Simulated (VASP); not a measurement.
Something may be wrong with this VASP 6.6.1 calculation of I.

File INCAR:

```
  PREC = Accurate
  ENCUT = 520
  EDIFF = 1E-7
  ISMEAR = 0
  SIGMA = 0.05
  LREAL = False
  LASPH = True
  NELM = 73
  ALGO = Normal
  ISIF = 2
  LWAVE = False
  LCHARG = False
  GGA = PE
  LHFCALC = True
  AEXX = 1.0
  ALDAC = 0.0
  AGGAC = 0.0
  PRECFOCK = Normal
  HFRCUT = -1
  LORBIT = 11
```

KPOINTS

```
regular mesh
0
Gamma
  1 1 1
```

File POSCAR:

```
I
4.8394
    0.565018589660     -0.825069362545      0.000000000000
    0.565018589660      0.825069362545      0.000000000000
   -0.360795654110      0.000000000000      0.530016086064
I
1
Direct
    0.5000000000      0.5000000000      0.5000000000
```

Potentials or basis: VASP PAW PBE potentials, release 64 (I).

Command:

```console
$ cat potpaw_PBE.64/I/POTCAR > POTCAR
$ mpirun -np 1 vasp_std > vasp.out
```

OUTCAR:

```text
PREC = Accurate
   ENCUT = 520
   EDIFF = 1E-7
   ISMEAR = 0
   LREAL = False
   LASPH = True
   NELM = 73
   ISIF = 2
   GGA = PE
   LHFCALC = True
   AEXX = 1.0
   PRECFOCK = Normal
   LORBIT = 11

 ion  position               nearest neighbor table
   1  0.500  0.500  0.500-

  LATTYP: Found a base centered monoclinic cell.
 ALAT       =     5.4687019256
[... 178 lines left out ...]

  FORCE on cell =-STRESS in cart. coord.  units (eV):
  Direction    XX          YY          ZZ          XY          YZ          ZX
  --------------------------------------------------------------------------------------
  -------------------------------------------------------------------------------------
  Total      -17.7814641      4.2310508    -43.2584055      0.0000000      0.0000000     32.3186664
  in kB     -508.6643446    121.0352900  -1237.4688790      0.0000000      0.0000000    924.5219146
  external PRESSURE =    -541.6993112 kB  Pullay stress =       0.0000000 kB

 VOLUME and BASIS-vectors are now :
 -----------------------------------------------------------------------------
  energy-cutoff  :      520.00
  volume of cell :       56.01
      direct lattice vectors                 reciprocal lattice vectors
     2.734350963 -3.992840673  0.000000000     0.182858750 -0.125224130  0.124476679
     2.734350963  3.992840673  0.000000000     0.182858750  0.125224130  0.124476679
    -1.746034488  0.000000000  2.564959847     0.000000000  0.000000000  0.389869651

 POSITION                                       TOTAL-FORCE (eV/Angst)
 -----------------------------------------------------------------------------------
      1.86133      0.00000      1.28248         0.000000      0.000000      0.000000
 -----------------------------------------------------------------------------------
    total drift:                                0.000000     -0.000000     -0.000000

  FREE ENERGIE OF THE ION-ELECTRON SYSTEM (eV)
  ---------------------------------------------------
  free  energy   TOTEN  =        -4.8619039496 eV

  energy  without entropy=       -4.8336944704  energy(sigma->0) =       -4.84779921

 total charge

# of ion       s       p       d       tot
------------------------------------------
    1        1.522   2.472   0.045   4.039
```

On the terminal:

```text
POSCAR found type information on POSCAR I
 POSCAR found :  1 types and       1 ions
 scaLAPACK will be used
 LDA part: xc-table for (Slater+PW92), standard interpolation
 POSCAR, INCAR and KPOINTS ok, starting setup
 FFT: planning ... GRIDC
 FFT: planning ... GRID_SOFT
 FFT: planning ... GRID
 HFRCUT set to (new)   2.37348266956602
 WAVECAR not read
 entering main loop
```

Q: What happened, and what is wrong with the input?

A: Self-consistency was reached. The input holds a flaw that was put in on purpose: one k point for a small cell (k = 1 × 1 × 1). The program doesn't stop on it, so the numbers can't be trusted though the run ends normally.
